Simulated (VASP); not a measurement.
Wanted: the native input for a VASP 6.6.1 run.

```
Task                   : relaxation of cell and atoms
Functional             : PBE
Potentials or basis    : VASP PAW PBE potentials, release 64 (Bi_d, S)
Cutoff                 : 600 eV
k mesh                 : 8 × 8 × 8
Occupations            : fermi-dirac, width 0.05 eV
Spin                   : no spin polarisation
Target pressure        : 10 GPa
Further INCAR settings : ALGO = Normal; EDIFF = 1e-06; IBRION = 2; EDIFFG = -0.01; NSW = 60; ISIF = 3
Target pressure        : 10 GPa
```

The structure of BiS lies in POSCAR:

```
BiS
1.0
    2.1092708700      1.2177881000      3.5004874800
   -2.1092708700      1.2177881000      3.5004874800
    0.0000000000     -2.4355762100      3.5004874800
Bi S
1 1
Direct
    0.0000000000      0.0000000000      0.0000000000
    0.5000000000      0.5000000000      0.5000000000
```

The cell was built by a generator and needn't be a form met in nature.

These files were run (other wordings do the same):

INCAR

```
ALGO = Normal
EDIFF = 1E-6
EDIFFG = -0.01
ENCUT = 600
GGA = PE
IBRION = 2
ISIF = 3
ISMEAR = -1
LASPH = True
LCHARG = False
LREAL = False
LWAVE = False
NELM = 80
NSW = 60
PREC = Accurate
PSTRESS = 100
SIGMA = 0.05
```

KPOINTS

```
k-points
0
Gamma
  8 8 8
```

Potentials or basis: VASP PAW PBE potentials, release 64 (Bi_d, S).

Run with:

```console
$ cat potpaw_PBE.64/Bi_d/POTCAR potpaw_PBE.64/S/POTCAR > POTCAR
$ mpirun -np 1 vasp_std > vasp.out
```

It gave:

- Relaxed volume: 22.15 Å³/atom
- Relaxed cell: a = 4.464 Å, b = 4.464 Å, c = 4.464 Å, α = 47.53°, β = 47.53°, γ = 47.53°
- Space group after relaxing (to 0.05 Å): R-3m (No. 166)
- Energy change on relaxing (the enthalpy is what falls): +29.2 meV/atom
- Ionic steps: 15
- Pressure after relaxing: 10.0 GPa
- Band gap on the k mesh: none (metal or under the smearing width)

Caveat: the cell is relaxed towards a set pressure, so the enthalpy falls and the energy may rise; the volume moved by over 15 % at a fixed basis, so the end points are rough; spin-orbit coupling is left out, which moves the levels of the heavy elements.

Run time: 6.3 min on 1 thread of Intel(R) Xeon(R) Platinum 8375C CPU @ 2.90GHz (Ice Lake), on a shared host, peak memory 0.25 GiB.
